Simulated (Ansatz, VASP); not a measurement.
One calculation of NiO, two programs

```
CELL_PARAMETERS angstrom
0.00000 2.31329 2.31329
2.31329 0.00000 2.31329
2.31329 2.31329 0.00000
ATOMIC_POSITIONS crystal
Ni 0.00000 0.00000 0.00000
O 0.25000 0.25000 0.25000
```

Alike in both runs: task single point; functional PBE; k mesh 12 × 12 × 12; occupations gaussian, width 0.05 eV; collinear spin.

|  | VASP | Ansatz |
| --- | --- | --- |
| version | VASP 6.6.1 | Ansatz 0.2.0 |
| potentials or method | VASP PAW PBE potentials, release 64 (Ni, O) | scalar-relativistic, plane waves, PAW |
| plane-wave cutoff (eV) | 520 | 420 |
| valence electrons in the cell | 16 | 24 |

Ansatz gave:

```
gap on the k mesh at the Fermi level (eV)                     : none
pressure (GPa)                                                : -11.4
net moment per atom (μB)                                      : 1.00
size of the moment on the site where the two differ most (μB) : 1.52
```

Question: What did VASP give for the same quantities?

Answer: gap on the k mesh at the Fermi level (eV): none; pressure (GPa): -11.1; net moment per atom (μB): 1.00; size of the moment on the site where the two differ most (μB): 1.55.

Site moments also hang on the region over which each program counts them. A gap of «none» marks a metal or a gap that the smearing closes. With one functional, cell and mesh, what is left measures potentials, basis and numerics. The two sets of potentials don't hold the same shells in valence.

Caveats: a cell with one magnetic atom can't hold antiferromagnetic order, which such compounds often take; semilocal functionals often make such compounds metallic where correlation or magnetic order opens a gap, which also shifts bond lengths.
